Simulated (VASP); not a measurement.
**Sm: single point with PBE**

Sm:

```
Sm
1.0
    -1.81730    1.81730    2.56099
     1.81730   -1.81730    2.56099
     1.81730    1.81730   -2.56099
Sm
1
Cartesian
  0.0000 0.0000 0.0000
```

This isn't the form of Sm at room conditions, which is rhombohedral.

| Quantity | Value |
| --- | --- |
| Program | VASP 6.6.1 |
| Task | single point |
| Functional | PBE |
| Potentials or basis | VASP PAW PBE potentials, release 64 (Sm) |
| Cutoff | 520 eV |
| k mesh | 10 × 10 × 10 |
| Occupations | fermi-dirac, width 0.05 eV |
| Spin | collinear spin, ferromagnetic start |
| Starting moments | [6.5] μB |
| Further INCAR settings | ALGO = Normal; EDIFF = 1e-06; NBANDS = 18 |

- Pressure: 2.8 GPa
- Band gap on the k mesh: none (metal or under the smearing width)
- Net moment: 6.56 μB per cell
- Site moments: Sm +5.71 μB
- Valence electrons inside the program's atomic spheres: Sm 13.66

Levels at points of the mesh, in eV from the Fermi level:
Spin up:
| k point | band 9 | band 10 | band 11 | band 12 | band 13 | band 14 | band 15 | band 16 |
| --- | --- | --- | --- | --- | --- | --- | --- | --- |
| (0.00, 0.00, 0.00) | -0.24 | -0.23 | -0.23 | -0.22 | 1.80 | 1.80 | 1.83 | 4.28 |
| (0.50, 0.00, 0.00) | -0.23 | -0.03 | -0.03 | -0.03 | 1.60 | 1.61 | 1.63 | 6.15 |
| (0.50, 0.50, 0.00) | -0.46 | -0.17 | -0.05 | -0.05 | 0.10 | 3.15 | 6.23 | 6.70 |
| (0.50, 0.50, 0.50) | -0.46 | -0.18 | -0.05 | -0.05 | 0.10 | 3.19 | 6.22 | 6.72 |
Spin down:
| k point | band 3 | band 4 | band 5 | band 6 | band 7 | band 8 |
| --- | --- | --- | --- | --- | --- | --- |
| (0.00, 0.00, 0.00) | -17.06 | -17.05 | -3.25 | 2.95 | 3.07 | 3.07 |
| (0.50, 0.00, 0.00) | -17.20 | -17.19 | -0.79 | 2.48 | 2.77 | 2.81 |
| (0.50, 0.50, 0.00) | -17.45 | -17.44 | -1.04 | 0.09 | 3.43 | 3.64 |
| (0.50, 0.50, 0.50) | -17.45 | -17.45 | -1.04 | 0.08 | 3.44 | 3.64 |

It took 2.9 min on 1 thread of Intel(R) Xeon(R) Platinum 8488C (Sapphire Rapids) (shared host), peak memory 0.26 GiB.

Caveat: the magnetic or orbital state may not be the lowest; spin-orbit coupling is left out, which moves the levels of the heavy elements. The state reached can hang on the start; a lower one may exist.
